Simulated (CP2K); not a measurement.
MgO in CP2K: convergence with eps default

Crystal: MgO.

```
CELL_PARAMETERS angstrom
2.96561 0.00000 0.00000
1.48280 2.56829 0.00000
1.48280 0.85610 2.42141
ATOMIC_POSITIONS crystal
Mg 0.00000 0.00000 0.00000
O 0.50000 0.50000 0.50000
```

The cell is a database's computed one.

```yaml
Program: CP2K 2026.2
Task: single point
Functional: PBEsol
Potentials_or_basis: all electrons (GAPW); pob-DZVP-rev2 basis
Density_cutoff: 6803 eV
k_mesh: 8 × 8 × 8
Occupations: fermi-dirac, width 0.05 eV
Spin: no spin polarisation
```

These are the settings of the first run; the series varies eps default, with any setting tied to it.

Hardware: 1 thread of Arm Neoverse V2, on a shared host.

Q: The values tried are 1.0E-6, 1.0E-7, 1.0E-8, 1.0E-9, 1.0E-10, 1.0E-11, 1.0E-12, loosest first. From which on does the pressure stay within 0.1 GPa of the tightest run that finished?

A: From 1.0E-7 on.

| eps default | energy less the tightest run, at zero smearing (meV/atom) | pressure (GPa) | gap on the mesh (eV) | SCF cycles | CPU time (s) | peak memory (GiB) |
| --- | --- | --- | --- | --- | --- | --- |
| 1.0E-6 | 1.23 | -1.62 | 5.119 | 16 | 5.6 | 0.19 |
| 1.0E-7 | 0.14 | -1.27 | 5.068 | 16 | 7.3 | 0.19 |
| 1.0E-8 | -0.11 | -1.27 | 5.075 | 16 | 8.9 | 0.2 |
| 1.0E-9 | 0.01 | -1.24 | 5.073 | 16 | 11 | 0.2 |
| 1.0E-10 | -0.01 | -1.24 | 5.069 | 16 | 14 | 0.2 |
| 1.0E-11 | 0.00 | -1.24 | 5.066 | 16 | 17 | 0.2 |
| 1.0E-12 | 0.00 | -1.24 | 5.066 | 16 | 21 | 0.2 |

Against the tightest run, the energy stays within 1 meV/atom from 1.0E-7 on; the gap on the mesh stays within 0.01 eV from 1.0E-7 on. The tightest run that finished is the yardstick and may itself not be fully converged.

Caveat, for the tightest run too: the basis of atomic orbitals isn't converged, which shifts pressures, moduli and gaps.
